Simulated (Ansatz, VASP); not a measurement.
## Two plane-wave programs on TiO2

```
CELL_PARAMETERS angstrom
4.51500 0.00000 0.00000
0.00000 5.49700 0.00000
0.00000 0.00000 4.93900
ATOMIC_POSITIONS crystal
Ti 0.00000 0.17453 0.25000
Ti 0.50000 0.32547 0.75000
Ti 0.00000 0.82547 0.75000
Ti 0.50000 0.67453 0.25000
O 0.27040 0.38191 0.41969
O 0.22960 0.11809 0.91969
O 0.77040 0.11809 0.58031
O 0.72960 0.38191 0.08031
O 0.72960 0.61809 0.58031
O 0.77040 0.88191 0.08031
O 0.22960 0.88191 0.41969
O 0.27040 0.61809 0.91969
```

Alike in both runs: functional PBE; k mesh 4 × 4 × 4; occupations fermi-dirac, width 0.02 eV; no spin polarisation.

Ansatz relaxed the structure, and its values are those at the end. VASP's run is a single point on that final structure, the one shown.

```csv
,VASP,Ansatz
version,VASP 6.6.1,Ansatz 0.2.0
potentials or method,"VASP PAW PBE potentials, release 64 (Ti_sv, O)","plane-wave PAW, scalar-relativistic"
plane-wave cutoff (eV),520,420
valence electrons in the cell,96,96
```

VASP gave:

```
gap on the k mesh at the Fermi level (eV) : 2.61
pressure (GPa)                            : 5.9
rms of the force components (eV/Å)        : 0.018
```

Task: Which values does Ansatz return?

Result: gap on the k mesh at the Fermi level (eV): 2.63; pressure (GPa): 5.2; rms of the force components (eV/Å): 0.001.

The functional is the same, so the differences come from potentials, cutoffs and numerics. Ansatz warned: «stress_scf_threshold_loose».

A k mesh can miss the band edges.
